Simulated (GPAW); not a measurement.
C:

```
C
1.0
     0.00000    1.78337    1.78337
     1.78337    0.00000    1.78337
     1.78337    1.78337    0.00000
C
2
Direct
  0.25000 0.25000 0.25000
  0.00000 0.00000 0.00000
```

This isn't the form of C at room conditions, which is graphite.

Base run:

| Item | Value |
| --- | --- |
| Program | GPAW 26.7.0 |
| Functional | BLYP |
| Potentials or basis | PAW data sets generated in the run's folder for this functional |
| Cutoff | 800 eV |
| Basis | pw |
| k mesh | 10 × 10 × 10 |
| Occupations | fermi-dirac, width 0.05 eV |
| Spin | no spin polarisation |

Its results: band gap on the k mesh 4.50 eV, indirect (least direct gap 5.74 eV); pressure 10.6 GPa.

Q: The run is repeated on the same cell with these changes: functional from BLYP to BP86. What comes out?

A: Band gap on the k mesh 4.22 eV, indirect (least direct gap 5.64 eV); pressure 4.3 GPa.

A k mesh can miss the band edges.

Not every run made on this cell is shown here.
